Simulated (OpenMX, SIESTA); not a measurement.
Given: the input of a run of SIESTA 5.4.2 on NbP. The cell is a database's computed one, not the measured one.

File NbP.fdf:

```
SystemName                      NbP
SystemLabel                     NbP
NumberOfSpecies                 2
NumberOfAtoms                   4
%block ChemicalSpeciesLabel
  1  41 Nb
  2  15 P
%endblock ChemicalSpeciesLabel

LatticeConstant                 1.0 Ang
%block LatticeVectors
    -1.6749232544     1.6749232544     5.7401081759
     1.6749232544    -1.6749232544     5.7401081759
     1.6749232544     1.6749232544    -5.7401081759
%endblock LatticeVectors
AtomicCoordinatesFormat         Fractional
%block AtomicCoordinatesAndAtomicSpecies
     0.2498808000     0.7498808000     0.5000000000  1  Nb
     0.4998808000     0.4998808000     0.0000000000  1  Nb
     0.8327477700     0.3327477700     0.5000000000  2  P
     0.0827477700     0.0827477700     0.0000000000  2  P
%endblock AtomicCoordinatesAndAtomicSpecies

%block kgrid.MonkhorstPack
   11   0   0  0.0
    0  11   0  0.0
    0   0  11  0.0
%endblock kgrid.MonkhorstPack
XC.Functional                   GGA
XC.Authors                      PBE
PAO.BasisSize                   DZP
PAO.EnergyShift                 0.003 Ry
Mesh.Cutoff                     800 Ry
OccupationFunction              FD
ElectronicTemperature           0.05 eV
MaxSCFIterations                120
SCF.MustConverge                false
SCF.Mixer.Method                Pulay
SCF.Mixer.Weight                0.25
SCF.Mixer.History               8
SCF.DM.Tolerance                5.0e-05
SCF.H.Tolerance                 1.0e-03 eV
WriteForces                     true
Charge.Mulliken                 end
Charge.Hirshfeld                end
Charge.Voronoi                  end
SaveRho                         true
SaveElectrostaticPotential      true
%block PAO.Basis
  Nb 5
  n=4 0 2
    3.366 0.000
  n=5 0 2
    9.205 0.000
  n=4 1 2
    3.905 0.000
  n=5 1 1
    9.205
  n=4 2 2
    7.356 0.000
%endblock PAO.Basis
```

Potentials or basis: PseudoDojo 0.4 standard (PBE files), converted to PSML, two zetas on semicore shells, DZP (energy shift 0.003 Ry; two zetas on semicore shells).

Command:

```sh
$ siesta NbP.fdf > NbP.out 2>&1
```

**Question.** Set up the same calculation for OpenMX 3.8.5. Potentials or basis there: OpenMX 2013 PBE set, Nb7.0-s3p2d2, P7.0-s2p2d1f1, grid cutoff 400 Ry.

**Answer.** As run (cutoffs and basis follow the program's own potentials, and thresholds, step limits or extra output files can differ):

File NbP.dat:

```
System.CurrrentDirectory             ./
System.Name                          NbP
DATA.PATH                            ./DFT_DATA13
level.of.stdout                      1
level.of.fileout                     0
Species.Number                       2
<Definition.of.Atomic.Species
  Nb  Nb7.0-s3p2d2           Nb_PBE13
  P   P7.0-s2p2d1f1          P_PBE13
Definition.of.Atomic.Species>

Atoms.Number                         4
Atoms.SpeciesAndCoordinates.Unit     FRAC
<Atoms.SpeciesAndCoordinates
    1  Nb    0.2498808000    0.7498808000    0.5000000000   6.500  6.500
    2  Nb    0.4998808000    0.4998808000    0.0000000000   6.500  6.500
    3  P     0.8327477700    0.3327477700    0.5000000000   2.500  2.500
    4  P     0.0827477700    0.0827477700    0.0000000000   2.500  2.500
Atoms.SpeciesAndCoordinates>

Atoms.UnitVectors.Unit               Ang
<Atoms.UnitVectors
    -1.6749232544    1.6749232544    5.7401081759
     1.6749232544   -1.6749232544    5.7401081759
     1.6749232544    1.6749232544   -5.7401081759
Atoms.UnitVectors>

scf.XcType                           GGA-PBE
scf.SpinPolarization                 off
scf.ElectronicTemperature            580.226
scf.energycutoff                     400.0
scf.maxIter                          100
scf.EigenvalueSolver                 band
scf.Kgrid                            11 11 11
scf.Mixing.Type                      rmm-diisk
scf.Init.Mixing.Weight               0.05
scf.Min.Mixing.Weight                0.001
scf.Max.Mixing.Weight                0.3
scf.Mixing.History                   25
scf.Mixing.StartPulay                8
scf.criterion                        1.0e-8
scf.stress.tensor                    on
MD.Type                              nomd
```

Potentials or basis: OpenMX 2013 PBE set, Nb7.0-s3p2d2, P7.0-s2p2d1f1, grid cutoff 400 Ry.

The run is started by

```sh
$ openmx NbP.dat -nt 1 > NbP.std
```

Both were run:

|  | SIESTA | OpenMX |
| --- | --- | --- |
| Pressure | 0.8 GPa | 2.1 GPa |

Pressure is positive in compression.
